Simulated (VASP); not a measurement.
# Results of a VASP single-point calculation on PbSe (strained rocksalt)

POSCAR

```
Pb Se
 1.0000000000000000
     0.0000000000000000    3.0887022202000001    3.0034540389000002
     3.0887022202000001    0.0000000000000000    3.0034540389000002
     3.0887022202000001    3.0887022202000001    0.0000000000000000
 Pb  Se
   1   1
Cartesian
  0.0000000000000000  0.0000000000000000  0.0000000000000000
  3.0887022202000001  3.0887022202000001  3.0034540389000002
```

- gap between bands v and c: 0.55 eV
- least direct gap: 0.55 eV

Band v is the last that the valence electrons fill when counted band by band, and c is the next. Levels in eV from the top of v:

```
point    v−1      v     c   c+1
    Γ  -1.97  -1.97  4.80  4.80
    X  -3.56  -3.25  4.04  5.68
    K  -2.95  -2.60  3.63  4.24
    L  -1.61   0.00  0.55  1.81
    W  -4.43  -0.99  2.09  5.19
```

Problem. Which of these levels of theory gave these results?
A. HSE06
B. PBE
C. LDA
D. PBE with spin–orbit coupling
E. PBEsol
F. r²SCAN
G. PBE0

Solution. F.

The INCAR was:

```
LCHARG = .FALSE.
LREAL = .FALSE.
NELM = 120
LASPH = .TRUE.
ALGO = Normal
LWAVE = .FALSE.
NSW = 0
NBANDS = 17
EDIFF = 1E-7
SIGMA = 0.01
ISIF = 2
IBRION = -1
METAGGA = R2SCAN
ENCUT = 520
PREC = Accurate
ISMEAR = 0
```
